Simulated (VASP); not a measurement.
**VASP 6.6.1 run: AlN**

INCAR

```
LREAL = .FALSE.
ISMEAR = 0
IBRION = -1
SIGMA = 0.01
LASPH = .TRUE.
NSW = 0
NBANDS = 11
PREC = Accurate
LWAVE = .FALSE.
EDIFF = 1E-7
LCHARG = .FALSE.
ENCUT = 600
METAGGA = R2SCAN
ISIF = 2
ALGO = Normal
NELM = 120
```

KPOINTS

```
KPOINTS created by Atomic Simulation Environment
0
Gamma
10 10 10
0 0 0
```

POSCAR

```
Al N
 1.0000000000000000
     0.0000000000000000    2.0289627875999998    2.0111917083000002
     2.0289627875999998    0.0000000000000000    2.0111917083000002
     2.0289627875999998    2.0289627875999998    0.0000000000000000
 Al  N
   1   1
Cartesian
  0.0000000000000000  0.0000000000000000  0.0000000000000000
  2.0289627875999998  2.0289627875999998  2.0111917083000002
```

The recommended PBE PAW datasets give the neutral cell 8 valence electrons.

Command

```
mpirun -np 1 vasp_std
```

Predict the outcome of this run.

It converged. Results: gap between bands v and c on the k mesh 5.39 eV; least direct gap on the k mesh 6.46 eV; pressure -2.3 GPa. Band v is the last that the valence electrons fill when counted band by band, and c is the next.

OSZICAR

```
N       E                     dE             d eps       ncg     rms          rms(c)
DAV:   1     0.951129595075E+01    0.95113E+01   -0.45190E+03  2260   0.730E+02
DAV:   2    -0.215684385822E+02   -0.31080E+02   -0.30012E+02  2719   0.169E+02
DAV:   3    -0.225517298696E+02   -0.98329E+00   -0.98125E+00  2753   0.269E+01
DAV:   4    -0.225564227728E+02   -0.46929E-02   -0.46925E-02  2571   0.199E+00
DAV:   5    -0.225564698160E+02   -0.47043E-04   -0.47043E-04  2700   0.195E-01    0.788E+00
DAV:   6    -0.188195091786E+02    0.37370E+01   -0.54797E+00  2415   0.127E+01    0.348E+00
DAV:   7    -0.188770947883E+02   -0.57586E-01   -0.39495E-01  2622   0.456E+00    0.203E+00
DAV:   8    -0.188955952206E+02   -0.18500E-01   -0.38534E-02  2406   0.149E+00    0.301E-01
DAV:   9    -0.188952528973E+02    0.34232E-03   -0.19842E-03  2645   0.317E-01    0.116E-01
DAV:  10    -0.188954034126E+02   -0.15052E-03   -0.28090E-04  2535   0.137E-01    0.650E-02
DAV:  11    -0.188954084537E+02   -0.50411E-05   -0.52625E-05  2712   0.433E-02    0.137E-02
DAV:  12    -0.188954086861E+02   -0.23235E-06   -0.24536E-06  2529   0.130E-02    0.239E-03
DAV:  13    -0.188954085077E+02    0.17833E-06   -0.49723E-07  2622   0.431E-03    0.120E-03
DAV:  14    -0.188954085586E+02   -0.50888E-07   -0.33845E-08  1329   0.146E-03
   1 F= -.18895409E+02 E0= -.18895409E+02  d E =-.448042E-46
```

For comparison, a separate r²SCAN run of the intended cell, on usual settings and not on those above, gives a gap of 5.39 eV on its mesh and a pressure of -2.4 GPa.
